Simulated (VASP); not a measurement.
Crystal: VH2.

```xyz
3
Lattice="0.0000 2.1355 2.1355 2.1355 0.0000 2.1355 2.1355 2.1355 0.0000" Properties=species:S:1:pos:R:3 pbc="T T T"
V     0.0000    0.0000    0.0000
H     3.2032    3.2032    3.2032
H     1.0677    1.0677    1.0677
```

| Quantity | Value |
| --- | --- |
| Program | VASP 6.6.1 |
| Task | single point |
| Functional | PBEsol |
| Potentials or basis | VASP PAW PBE potentials, release 64 (V_sv, H) |
| Cutoff | 900 eV |
| k mesh | 8 × 8 × 8 |
| Occupations | gaussian, width 0.02 eV |
| Spin | collinear spin, ferromagnetic start |
| Starting moments | [2.0, 0.0, 0.0] μB |

On this cell: pressure -11.9 GPa; largest force zero by symmetry; net moment 0.22 μB per cell; site moments V +0.20; H -0.00 μB; band gap on the k mesh none (metal or under the smearing width).

The same run follows on a disturbed copy (grid = ENCUT=900 k=8x8x8 ISMEAR=0 SIGMA=0.02 PREC=Accurate EDIFF=1e-08 LREAL=False ADDGRID=False LASPH=True; atoms moved at random, drawn with an rms of 0.1 Å):

```xyz
3
Lattice="0.0000 2.1355 2.1355 2.1355 0.0000 2.1355 2.1355 2.1355 0.0000" Properties=species:S:1:pos:R:3 pbc="T T T"
V    -0.0842    0.0704    0.0424
H     3.2537    3.2337    3.2441
H     1.0932    1.0199    1.0732
```

Question: What does the disturbed cell give?

Answer: The energy (extrapolated to zero smearing) moves by +32.3 meV/atom; pressure -10.3 GPa; largest force 1.202 eV/Å; net moment 0.06 μB per cell; site moments V +0.06; H -0.00 μB; band gap on the k mesh none (metal or under the smearing width).

Forces on the atoms (eV/Å):
```
V    1.003 -0.659 -0.053
H   -0.600  0.133  0.073
H   -0.404  0.527 -0.020
```

Stress tensor (GPa, compression positive):
```
-10.86  -0.85   1.95
 -0.85 -10.34   1.06
  1.95   1.06  -9.72
```

Caveats: the PAW data sets were made with another functional, which shifts forces and pressure a little.
